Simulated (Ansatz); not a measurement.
# TiO (P-62m) in Ansatz: a series of runs

The runs below take TiO through band structure, with PBEsol+U.

Everything below comes from runs of Ansatz 0.2.0. Logs are shortened: lines on timing, memory, paths and dates and some standing lists are left out, and cuts for length are marked.

**1. The structure**

Symmetry: P-62m, No. 189, hexagonal system. The conventional cell has a = 4.989 Å, b = 4.989 Å, c = 2.873 Å, α = 90.00°, β = 90.00°, γ = 120.00°. Ti (site symmetry -62m) is surrounded by 3 O at 1.97 Å. Around Ti (site symmetry -6) lie 6 O at 2.10 Å. O (site symmetry m2m) has 5 Ti at 1.97 to 2.10 Å as nearest neighbours.

The cell comes from a database or a generator and needn't be the stable form of this composition.

**2. Band structure, PBEsol+U**

input.yaml reads:

```yaml
crystal:
  lattice:
    - [4.989087772, 0.0, 0.0]
    - [-2.494543886, 4.3206767523, 0.0]
    - [0.0, 0.0, 2.87331344]
  atoms:
    - { symbol: Ti, position: [0.0, 0.0, 0.0] }
    - { symbol: Ti, position: [0.3333333333, 0.6666666667, 0.5] }
    - { symbol: Ti, position: [0.6666666667, 0.3333333333, 0.5] }
    - { symbol: O, position: [0.0, 0.39444076, 0.0] }
    - { symbol: O, position: [0.39444076, 0.0, 0.0] }
    - { symbol: O, position: [0.60555924, 0.60555924, 0.0] }
hamiltonian:
  xc: pbesol
  pseudopotentials: { kind: paw }
  hubbard: { sites: [{ species: Ti, l: d, u_eff: 6.0 }] }
kpoints:
  mp_grid: { grid: [6, 6, 9] }
  band_path:
    path:
      - [[0.0, 0.0, 0.0], [0.5, 0.0, 0.0], [0.3333333333, 0.3333333333, 0.0], [0.0, 0.0, 0.0], [0.0, 0.0, 0.5], [0.5, 0.0, 0.5], [0.3333333333, 0.3333333333, 0.5], [0.0, 0.0, 0.5]]
      - [[0.5, 0.0, 0.5], [0.5, 0.0, 0.0]]
      - [[0.3333333333, 0.3333333333, 0.0], [0.3333333333, 0.3333333333, 0.5]]
    npoints: 14
scf:
  occupations: { method: fermi_dirac, width: 0.05 }
  n_extra_bands: 15
output:
  forces: true
  stress: true
  eigenvalues: true
  fatbands: false
```

Potentials or basis: Ansatz PAW.

The run is started by

```console
ansatz run input.yaml --threads 2 --pin off --max-ram 5632MiB --backend cpu --events-out ev --progress --plain --runs-dir out
```

Output:

```text
Warning: RAYON_NUM_THREADS=2 ignored (pool sized by the plan → 2); use --threads N
Ti: projections on atomic orbitals take those of the free atom [Ne] 3s2 3p6 3d2 4s2, of charge +0.00 (hamiltonian.pseudopotentials.projection_atoms); the dataset's partial waves leave at most 4.1e-7 of an orbital's norm unspanned inside its sphere
O: projections on atomic orbitals take those of the free atom [He] 2s2 2p4, of charge +0.00 (hamiltonian.pseudopotentials.projection_atoms); the dataset's partial waves leave at most 1.9e-8 of an orbital's norm unspanned inside its sphere
scf.n_extra_bands = 15 over 27 filled bands (N_el = 54.0): the run solves 42 bands
Engine: ansatz 0.2.0, aarch64-unknown-linux-gnu
Pseudopotentials: kind: paw
Pseudopotential: Ti, paw, valence charge 12, recommended cutoff 420 eV (normal), Ti.paw.azcp
Pseudopotential: O, paw, valence charge 6, recommended cutoff 420 eV (normal), O.paw.azcp
Functional definition: PBEsol
  exchange = pbesol_x
  correlation = pbesol_c
Crystal: 6 atoms, lattice volume = 61.938 Å³
Basis set: ecut = 420 eV, 1251 PW (Γ), exchange–correlation on 72×72×40 points (8 copies of the dense FFT grid, shifted against one another)
Bands: 42, of which v1, the nominal top of the filled ones, is band 27 counted from 1 (26 counted from 0)
Symmetry: 12 space group operations
Space group: P-62m (ITA 189), of the structure as read, at distance tolerance 4.0e-5 Å
k-points: 35 of 324 (time reversal used)
Non-local potential: Ti, projectors of the file, l = 0: 3, l = 1: 2, l = 2: 3, l = 3: 1
Non-local potential: O, projectors of the file, l = 0: 2, l = 1: 2, l = 2: 1
PAW form: soft (Blöchl's): semilocal exchange-correlation on the pseudo side does not see the compensation charge
PAW frozen core: Ti, regenerated for the run's functional, and the local potential with it (the file was generated under x = pbe(κ = 0.804, μ = 0.2195149727645171), c = pbe(β = 0.06672455060314922))
PAW frozen core: O, regenerated for the run's functional, and the local potential with it (the file was generated under x = pbe(κ = 0.804, μ = 0.2195149727645171), c = pbe(β = 0.06672455060314922))
PAW one-centre angular grid: Ti, 590 points (default); XC on 64 Gauss nodes
PAW one-centre angular grid: O, 110 points (default); XC on 64 Gauss nodes
Initial density: superposition of atomic densities (chi_scale 0.1, normalization cell, long waves of neutral atoms under a Hubbard term (reshape's long-wave potential 0.02 eV rms, cloud 2.26 Å wide))
Initial wavefunctions: pseudopotential atomic-orbital guess
Functional: x = pbesol(κ = 0.804, μ = 0.12345679012345678), c = pbesol(β = 0.046)
SCF iter   1: F=—  HF=-9095.045243 eV  |F-HF|=—  |Δ(HF+E_count)|=         —  Δρ=7.66e-2  dr2=6.80e0  ethr=3.10e-3  ⟨swp⟩=5.6  Hψ=5002  notcnv=0  defer=8
preconditioner: auto → Resta (q_TF=auto, 2.667 Å⁻¹)  ε∞=6.2  [insulator: Δε(μ)=0.133 eV  Ē_g=11.385 eV  σ=0.050 eV  W_gap=0.52  n_scr=26 (ndim 8)  ℏωp=25.8 eV  f_vac=0.000  D(μ)=0.76/eV (n_scr^D=6)  ε∞_Penn≈6.2]
SCF iter   2: F=—  HF=-9095.564422 eV  |F-HF|=—  |Δ(HF+E_count)|=   5.19e-1  Δρ=7.15e-2  dr2=4.38e0  ethr=3.10e-3  ⟨swp⟩=2.3  Hψ=2851  notcnv=0  defer=88
preconditioner: auto → Kerker (q_TF=auto, 2.667 Å⁻¹)  [metal: Δε(μ)=0.131 eV  Ē_g=11.591 eV  σ=0.050 eV  W_gap=0.43  n_scr=26 (ndim 8)  ℏωp=25.8 eV  f_vac=0.000  D(μ)=1.20/eV (n_scr^D=6)]
SCF iter   3: F=—  HF=-9095.335922 eV  |F-HF|=—  |Δ(HF+E_count)|=   2.29e-1  Δρ=2.56e-2  dr2=2.83e-1  ethr=3.10e-3  ⟨swp⟩=2.1  Hψ=2200  notcnv=0  defer=79
SCF iter   4: F=—  HF=-9095.555971 eV  |F-HF|=—  |Δ(HF+E_count)|=   2.20e-1  Δρ=1.62e-2  dr2=1.21e-1  ethr=5.25e-4  ⟨swp⟩=2.0  Hψ=2012  notcnv=0  defer=84
SCF iter   5: F=—  HF=-9095.667923 eV  |F-HF|=—  |Δ(HF+E_count)|=   1.12e-1  Δρ=8.10e-3  dr2=2.76e-2  ethr=2.23e-4  ⟨swp⟩=2.9  Hψ=2912  notcnv=0  defer=114
SCF iter   6: F=—  HF=-9095.702595 eV  |F-HF|=—  |Δ(HF+E_count)|=   3.47e-2  Δρ=5.98e-3  dr2=3.16e-2  ethr=5.10e-5  ⟨swp⟩=2.0  Hψ=2727  notcnv=0  defer=124
SCF iter   7: F=—  HF=-9095.702765 eV  |F-HF|=—  |Δ(HF+E_count)|=   1.70e-4  Δρ=2.22e-3  dr2=3.60e-3  ethr=5.10e-5  ⟨swp⟩=2.3  Hψ=2469  notcnv=0  defer=126
SCF iter   8: F=—  HF=-9095.702162 eV  |F-HF|=—  |Δ(HF+E_count)|=   6.03e-4  Δρ=7.72e-4  dr2=3.43e-4  ethr=6.67e-6  ⟨swp⟩=2.4  Hψ=2219  notcnv=0  defer=126
SCF iter   9: F=—  HF=-9095.702250 eV  |F-HF|=—  |Δ(HF+E_count)|=   8.82e-5  Δρ=2.71e-4  dr2=3.85e-5  ethr=6.35e-7  ⟨swp⟩=2.2  Hψ=1910  notcnv=0  defer=126
SCF iter  10: F=—  HF=-9095.702270 eV  |F-HF|=—  |Δ(HF+E_count)|=   1.97e-5  Δρ=1.06e-4  dr2=1.15e-5  ethr=7.14e-8  ⟨swp⟩=2.0  Hψ=2049  notcnv=0  defer=126
SCF iter  11: F=—  HF=-9095.702270 eV  |F-HF|=—  |Δ(HF+E_count)|=   7.44e-7  Δρ=4.41e-5  dr2=8.82e-7  ethr=2.14e-8  ⟨swp⟩=1.7  Hψ=1365  notcnv=0  defer=126
SCF iter  12: F=—  HF=-9095.702270 eV  |F-HF|=—  |Δ(HF+E_count)|=   1.93e-9  Δρ=2.81e-5  dr2=4.35e-7  ethr=1.63e-9  ⟨swp⟩=2.0  Hψ=2211  notcnv=0  defer=126
SCF iter  13: F=-9095.702270 eV  HF=-9095.702270 eV  |F-HF|=7.53e-8  |Δ(HF+E_count)|=   5.17e-8  Δρ=1.13e-5  dr2=9.00e-8  ethr=1.85e-10  ⟨swp⟩=8.2  Hψ=5557  notcnv=0
SCF 1 converged in 13 iterations: F = -9095.702270 eV  dr2 = 9.00e-8
NSCF: frozen V_eff on 129 k-points
SCF converged after 13 iterations
Free energy (F): -9095.702270 eV
Harris-Foulkes:  -9095.702270 eV  (|F-HF|=7.53e-8)
Internal energy: -9095.697251 eV  (E = F + TS)
E sigma→0 (E₀):  -9095.699760 eV
Entropy (-TS):   -0.005020 eV (-0.837 meV/atom)
Fermi energy:    16.317136 eV
--- Per-component energies (eV) ---
  E_band       = -360.868462
  E_kinetic    = 1351.501032
  E_local      = -3000.396721  (includes V_loc(G=0)·N_el)
  E_nonlocal   = 168.378803
  E_hartree    = 1189.200508
  E_xc         = -513.670274
  E_vxc        = -651.886522  (∫ρ·V_xc dr)
  E_hubbard    = 15.998079  (on-site DFT+U / exact-exchange correction)
  E_vhub       = 8.103942  (the Hubbard potential's part of the band-sum identity)
  E_paw        = -3522.882338  (= ΣΔE_a)
  E_vpaw       = -614.973538  (= ΣTr[D̂ρ^β])
  E_aug_tail   = 0.007713  (compensation charges beyond the density's cutoff)
  E_ewald      = -4784.358070
  E_core_change = 0.524017  (= ΣΔE_core)
  E_smearing   = -0.005020  (= −TS)
  E_closure    = -0.000000  (closes the sum)
  Σ components = -9095.702270   (vs F -9095.702270, Δ=0.00e0)
--- Forces (eV/Å), atoms counted from 1 ---
  atom   1  Ti    -0.00000000    -0.00000000     0.00000000
  atom   2  Ti     0.00000000     0.00000000     0.00000000
  atom   3  Ti     0.00000000     0.00000000     0.00000000
  atom   4  O      0.11762859    -0.20373870     0.00000000
  atom   5  O     -0.23525718     0.00000000     0.00000000
  atom   6  O      0.11762859     0.20373870     0.00000000
  max |Σ_I F_I| component: 1.11e-16 eV/Å
--- Stress (GPa, compression-positive) ---
        6.295013       0.000000       0.000000
        0.000000       6.295013       0.000000
        0.000000       0.000000       5.645732
  P = ⅓ Tr σ = 6.0786 GPa (60.786 kbar)
--- Band table (eV; the first three rows and the last of 35) ---
  k-point 0: bands = ["-42.4670", "-42.3793", "-42.3147", "-19.1354", "-19.1354", "-19.0073", "-19.0073", "-18.6738", "-18.6738", "-18.3601", "-18.2558", "-18.2273", "-5.6418", "-3.9470", "-3.9470", "6.9692", "8.6940", "8.6940", "9.6477", "10.0625", "10.0625", "10.7210", "10.7210", "10.8505", "12.3557", "14.9252", "16.2123", "16.2123", "17.0061", "17.6984", "17.6984", "17.7483", "17.7949", "17.7949", "19.1562", "19.1562", "19.4235", "19.4235", "20.9811", "20.9811", "24.1311", "24.1311"]
  k-point 1: bands = ["-42.4606", "-42.3742", "-42.3084", "-19.1209", "-19.1209", "-18.9984", "-18.9984", "-18.6711", "-18.6711", "-18.4288", "-18.3120", "-18.2767", "-5.5131", "-3.9498", "-3.9498", "7.1897", "8.6725", "8.6725", "9.6879", "9.8912", "9.8912", "10.1647", "10.7022", "10.7022", "13.0567", "15.2044", "16.0896", "16.0896", "17.0888", "17.7474", "17.7474", "17.8548", "17.8548", "17.9585", "19.1053", "19.1053", "19.4916", "19.4916", "20.7938", "20.7938", "24.2955", "24.2955"]
  k-point 2: bands = ["-42.4441", "-42.3616", "-42.2927", "-19.0843", "-19.0843", "-18.9768", "-18.9768", "-18.6645", "-18.6645", "-18.6035", "-18.4522", "-18.3955", "-5.1818", "-3.9611", "-3.9611", "7.7657", "8.5924", "8.5924", "8.8443", "9.5037", "9.5037", "10.0752", "10.6839", "10.6839", "14.2424", "15.7761", "15.7761", "15.9849", "17.3093", "17.8614", "17.8614", "17.9092", "17.9092", "18.4848", "18.9815", "18.9815", "19.7733", "19.7733", "20.4263", "20.4263", "24.5988", "24.5988"]
  k-point 34: bands = ["-42.4028", "-42.2957", "-42.2957", "-19.0685", "-19.0685", "-19.0011", "-18.7988", "-18.7988", "-18.7546", "-18.7546", "-18.6218", "-18.5826", "-4.2039", "-4.1059", "-4.1059", "8.0203", "8.0203", "8.5997", "8.5997", "8.6022", "8.8925", "9.9575", "10.7520", "10.7520", "15.2060", "15.4245", "15.4245", "17.2779", "17.2779", "18.4046", "18.4236", "18.5272", "18.5272", "18.6314", "18.6314", "19.5636", "20.3003", "20.3003", "20.6880", "20.7549", "23.8996", "23.8996"]
Occupation matrices written to <dir>
```

It took 22 s on 2 threads of Arm Neoverse V1, shared host; peak memory 0.54 GiB.

Results:

| Quantity | Value |
| --- | --- |
| Free energy | -9095.7023 eV |
| Pressure | 6.1 GPa |
| Largest force | 0.235 eV/Å |
| Band gap on the k mesh | none (metal or under the smearing width) |

Forces on the atoms (eV/Å):
```
Ti   0.000  0.000  0.000
Ti   0.000  0.000  0.000
Ti   0.000  0.000  0.000
O    0.118 -0.204  0.000
O   -0.235  0.000  0.000
O    0.118  0.204  0.000
```

Stress tensor (GPa, compression positive):
```
6.30 0.00 0.00
0.00 6.30 0.00
0.00 0.00 5.65
```

Levels at the corners of the path, in eV from the Fermi level:
```tsv
point	band 24	band 25	band 26	band 27	band 28	band 29	band 30	band 31
Γ	-5.47	-3.96	-1.39	-0.10	-0.10	0.69	1.38	1.38
M	-5.10	-3.03	-2.46	-1.74	0.85	1.52	1.70	2.04
K	-5.46	-2.92	-2.12	-2.12	0.91	1.41	1.41	2.16
Γ	-5.47	-3.96	-1.39	-0.10	-0.10	0.69	1.38	1.38
A	-5.47	-1.29	-1.29	0.09	1.49	1.72	1.72	1.90
L	-5.14	-1.47	-0.95	-0.18	0.81	1.17	1.48	1.68
H	-5.55	-1.08	-0.91	-0.91	1.01	1.01	2.12	2.22
A	-5.47	-1.29	-1.29	0.09	1.49	1.72	1.72	1.90
L	-5.14	-1.47	-0.95	-0.18	0.81	1.17	1.48	1.68
M	-5.10	-3.03	-2.46	-1.74	0.85	1.52	1.70	2.04
K	-5.46	-2.92	-2.12	-2.12	0.91	1.41	1.41	2.16
H	-5.55	-1.08	-0.91	-0.91	1.01	1.01	2.12	2.22
```

Eigenvalues of the final occupation matrices:
```
  site  spin  trace               eigenvalues
site 1     1   1.32  0.20 0.20 0.24 0.24 0.46
site 2     1   1.33  0.14 0.14 0.26 0.26 0.54
site 3     1   1.33  0.14 0.14 0.26 0.26 0.54
```

Caveat: the pressure holds a Pulay correction of +0.6 GPa for the finite cutoff; U without spin polarisation on a metal has little footing; the PAW data sets come from PBE, with cores solved anew for the run's functional, which leaves a small shift of forces and pressure.

**3. Band structure, PBEsol+U**

Changes to input.yaml since step 2:

```diff
@@ -15,3 +15,3 @@
   pseudopotentials: { kind: paw }
-  hubbard: { sites: [{ species: Ti, l: d, u_eff: 6.0 }] }
+  hubbard: { sites: [{ species: Ti, l: d, u_eff: 8.0 }] }
 kpoints:
@@ -32 +32,5 @@
   fatbands: false
+  write_density: true
+  write_potential: true
+  elf: true
+  volumetric_format: npy
```

Potentials or basis: Ansatz PAW.

The run is started by

```console
ansatz run input.yaml --threads 2 --pin off --max-ram 5632MiB --backend cpu --events-out ev --progress --plain --runs-dir out
```

Output:

```text
Warning: RAYON_NUM_THREADS=2 ignored (pool sized by the plan → 2); use --threads N
Ti: projections on atomic orbitals take those of the free atom [Ne] 3s2 3p6 3d2 4s2, of charge +0.00 (hamiltonian.pseudopotentials.projection_atoms); the dataset's partial waves leave at most 4.1e-7 of an orbital's norm unspanned inside its sphere
O: projections on atomic orbitals take those of the free atom [He] 2s2 2p4, of charge +0.00 (hamiltonian.pseudopotentials.projection_atoms); the dataset's partial waves leave at most 1.9e-8 of an orbital's norm unspanned inside its sphere
scf.n_extra_bands = 15 over 27 filled bands (N_el = 54.0): the run solves 42 bands
Engine: ansatz 0.2.0, aarch64-unknown-linux-gnu
Pseudopotentials: kind: paw
Pseudopotential: Ti, paw, valence charge 12, recommended cutoff 420 eV (normal), Ti.paw.azcp
Pseudopotential: O, paw, valence charge 6, recommended cutoff 420 eV (normal), O.paw.azcp
Functional definition: PBEsol
  exchange = pbesol_x
  correlation = pbesol_c
Crystal: 6 atoms, lattice volume = 61.938 Å³
Basis set: ecut = 420 eV, 1251 PW (Γ), exchange–correlation on 72×72×40 points (8 copies of the dense FFT grid, shifted against one another)
Bands: 42, of which v1, the nominal top of the filled ones, is band 27 counted from 1 (26 counted from 0)
Symmetry: 12 space group operations
Space group: P-62m (ITA 189), of the structure as read, at distance tolerance 4.0e-5 Å
k-points: 35 of 324 (time reversal used)
Non-local potential: Ti, projectors of the file, l = 0: 3, l = 1: 2, l = 2: 3, l = 3: 1
Non-local potential: O, projectors of the file, l = 0: 2, l = 1: 2, l = 2: 1
PAW form: soft (Blöchl's): semilocal exchange-correlation on the pseudo side does not see the compensation charge
PAW frozen core: Ti, regenerated for the run's functional, and the local potential with it (the file was generated under x = pbe(κ = 0.804, μ = 0.2195149727645171), c = pbe(β = 0.06672455060314922))
PAW frozen core: O, regenerated for the run's functional, and the local potential with it (the file was generated under x = pbe(κ = 0.804, μ = 0.2195149727645171), c = pbe(β = 0.06672455060314922))
PAW one-centre angular grid: Ti, 590 points (default); XC on 64 Gauss nodes
PAW one-centre angular grid: O, 110 points (default); XC on 64 Gauss nodes
Initial density: superposition of atomic densities (chi_scale 0.1, normalization cell, long waves of neutral atoms under a Hubbard term (reshape's long-wave potential 0.02 eV rms, cloud 2.26 Å wide))
[... 30 lines left out ...]
--- Per-component energies (eV) ---
  E_band       = -341.226402
  E_kinetic    = 1360.805113
  E_local      = -3031.735584  (includes V_loc(G=0)·N_el)
  E_nonlocal   = 176.596088
  E_hartree    = 1213.779332
  E_xc         = -514.011692
  E_vxc        = -652.290079  (∫ρ·V_xc dr)
  E_hubbard    = 14.304680  (on-site DFT+U / exact-exchange correction)
  E_vhub       = -2.299129  (the Hubbard potential's part of the band-sum identity)
  E_paw        = -3526.908295  (= ΣΔE_a)
  E_vpaw       = -619.869853  (= ΣTr[D̂ρ^β])
  E_aug_tail   = 0.007770  (compensation charges beyond the density's cutoff)
  E_ewald      = -4784.358070
  E_core_change = 0.524017  (= ΣΔE_core)
  E_smearing   = -0.002273  (= −TS)
  E_closure    = 0.000000  (closes the sum)
  Σ components = -9090.998915   (vs F -9090.998915, Δ=0.00e0)
--- Forces (eV/Å), atoms counted from 1 ---
  atom   1  Ti    -0.00000000    -0.00000000     0.00000000
  atom   2  Ti     0.00000000    -0.00000000     0.00000000
  atom   3  Ti    -0.00000000     0.00000000     0.00000000
  atom   4  O      0.40350607    -0.69889301     0.00000000
  atom   5  O     -0.80701214     0.00000000     0.00000000
  atom   6  O      0.40350607     0.69889301     0.00000000
  max |Σ_I F_I| component: 5.55e-17 eV/Å
--- Stress (GPa, compression-positive) ---
       32.156948      -0.000000       0.000000
        0.000000      32.156948       0.000000
        0.000000       0.000000      26.413960
  P = ⅓ Tr σ = 30.2426 GPa (302.426 kbar)
--- Band table (eV; the first three rows and the last of 35) ---
  k-point 0: bands = ["-42.5590", "-41.5066", "-41.4321", "-19.3096", "-19.3096", "-18.5400", "-18.5400", "-18.1877", "-18.1877", "-18.0930", "-16.8159", "-16.7182", "-5.3207", "-3.4840", "-3.4840", "7.0894", "9.0334", "9.0334", "9.4799", "10.6259", "10.6259", "11.0146", "11.2339", "11.2870", "11.2870", "13.6553", "16.2483", "17.3042", "17.3042", "17.3389", "19.3023", "19.3023", "19.4130", "19.4130", "20.4452", "20.4452", "20.9350", "20.9350", "22.6591", "22.6591", "24.1115", "24.1115"]
  k-point 1: bands = ["-42.5523", "-41.5002", "-41.4233", "-19.3025", "-19.3025", "-18.5275", "-18.5275", "-18.1818", "-18.1818", "-18.1412", "-16.9000", "-16.7795", "-5.1822", "-3.4824", "-3.4824", "7.3539", "9.0376", "9.0376", "9.4598", "10.2474", "10.4385", "10.4385", "11.2741", "11.2741", "12.0401", "13.9570", "16.3007", "17.2354", "17.2354", "17.5687", "19.2368", "19.2368", "19.4367", "19.4367", "20.3700", "20.3700", "21.0815", "21.0815", "22.4300", "22.4300", "24.3143", "24.3143"]
  k-point 2: bands = ["-42.5372", "-41.4881", "-41.4031", "-19.2852", "-19.2852", "-18.4966", "-18.4966", "-18.2601", "-18.1669", "-18.1669", "-17.1037", "-16.9298", "-4.8305", "-3.4832", "-3.4832", "8.0521", "8.7049", "9.0282", "9.0282", "10.0116", "10.0116", "10.1570", "11.2564", "11.2564", "13.1371", "14.7107", "16.4353", "17.0314", "17.0314", "18.1443", "18.9929", "18.9929", "19.5354", "19.5354", "20.3434", "20.3434", "21.3785", "21.3785", "22.0193", "22.0193", "24.6901", "24.6901"]
  k-point 34: bands = ["-42.5053", "-41.4129", "-41.4129", "-19.2630", "-19.2630", "-18.5717", "-18.3711", "-18.2965", "-18.2965", "-18.1089", "-17.3025", "-17.3025", "-3.7716", "-3.6168", "-3.6168", "8.3294", "8.3294", "8.8724", "9.1172", "9.1355", "9.1355", "10.6646", "11.1810", "11.1810", "15.5948", "15.5948", "15.7744", "17.1756", "17.5885", "17.5885", "19.2044", "19.2044", "20.0678", "20.0678", "20.2282", "20.8299", "21.3523", "21.7756", "21.7756", "22.4040", "24.1188", "24.1188"]
Occupation matrices written to <dir>
```

It took 24 s on 2 threads of Arm Neoverse V1, shared host; peak memory 0.57 GiB.

What came out:

* Free energy: -9090.9989 eV
* Pressure: 30.2 GPa
* Largest force: 0.807 eV/Å
* Band gap along the path: none (metal or under the smearing width)

Forces on the atoms (eV/Å):
```
Ti   0.000  0.000  0.000
Ti   0.000  0.000  0.000
Ti   0.000  0.000  0.000
O    0.404 -0.699  0.000
O   -0.807  0.000  0.000
O    0.404  0.699  0.000
```

Stress tensor (GPa, compression positive):
```
32.16  0.00  0.00
 0.00 32.16  0.00
 0.00  0.00 26.41
```

Levels at the corners of the path, in eV from the Fermi level:
```csv
point,band 23,band 24,band 25,band 26,band 27,band 28,band 29,band 30,band 31,band 32
Γ,-5.36,-5.30,-5.30,-2.93,-0.34,0.71,0.71,0.75,2.71,2.71
M,-5.62,-4.95,-4.91,-3.62,-2.57,1.53,2.32,2.47,2.92,3.35
K,-5.72,-5.20,-4.88,-3.19,-3.19,2.02,2.04,2.04,3.39,3.39
Γ,-5.36,-5.30,-5.30,-2.93,-0.34,0.71,0.71,0.75,2.71,2.71
A,-5.26,-5.26,-1.12,-0.15,-0.15,0.11,0.17,2.27,2.27,3.06
L,-6.16,-4.94,-1.14,-0.89,-0.12,0.35,0.54,1.64,2.11,2.86
H,-5.39,-5.39,-0.93,-0.93,-0.47,0.38,0.96,0.96,2.61,2.61
A,-5.26,-5.26,-1.12,-0.15,-0.15,0.11,0.17,2.27,2.27,3.06
L,-6.16,-4.94,-1.14,-0.89,-0.12,0.35,0.54,1.64,2.11,2.86
M,-5.62,-4.95,-4.91,-3.62,-2.57,1.53,2.32,2.47,2.92,3.35
K,-5.72,-5.20,-4.88,-3.19,-3.19,2.02,2.04,2.04,3.39,3.39
H,-5.39,-5.39,-0.93,-0.93,-0.47,0.38,0.96,0.96,2.61,2.61
```

Eigenvalues of the final occupation matrices:
| site | spin | trace | eigenvalues |
| --- | --- | --- | --- |
| site 1 | 1 | 1.24 | 0.09 0.09 0.16 0.16 0.73 |
| site 2 | 1 | 1.31 | 0.12 0.12 0.13 0.13 0.82 |
| site 3 | 1 | 1.31 | 0.12 0.12 0.13 0.13 0.82 |

Caveat: a pressure of tens of GPa on the cell as given is suspect, and the run, the potentials or the cell itself is likely at fault; the pressure holds a Pulay correction of +0.6 GPa for the finite cutoff; U without spin polarisation on a metal has little footing; the PAW data sets come from PBE, with cores solved anew for the run's functional, which leaves a small shift of forces and pressure.
